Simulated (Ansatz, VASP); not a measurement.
**W: VASP beside Ansatz**

```xyz
1
Lattice="-1.5448 1.6151 1.6310 1.5711 -1.5452 1.5875 1.5457 1.5461 -1.5612" Properties=species:S:1:pos:R:3 pbc="T T T"
W     0.0307    0.0413   -0.0058
```

Change from the starting cell: cell strained at random at fixed volume.

Alike in both runs: task single point; functional PBEsol; k mesh 12 × 12 × 12; occupations fermi-dirac, width 0.05 eV; no spin polarisation.

|  | VASP | Ansatz |
| --- | --- | --- |
| version | VASP 6.6.1 | Ansatz 0.2.0 |
| potentials or method | VASP PAW PBE potentials, release 64 (W_sv), cutoff 520 eV | all-electron LAPW, scalar-relativistic |

Ansatz gave:

| Quantity | Value |
| --- | --- |
| gap on the k mesh at the Fermi level (eV) | none |
| pressure (GPa) | -2.7 |
| largest component of the traceless stress (GPa) | 5.93 |

Problem. Estimate VASP's values.

Solution. gap on the k mesh at the Fermi level (eV): none; pressure (GPa): -2.1; largest component of the traceless stress (GPa): 6.05.

A gap of «none» marks a metal or a gap that the smearing closes. Ansatz ran all-electron here, so the differences hold the error of VASP's frozen core and of both bases.

Caveats: the PAW data sets were made with another functional, which shifts forces and pressure a little (VASP). Spin-orbit coupling is left out, which matters for the levels of W.
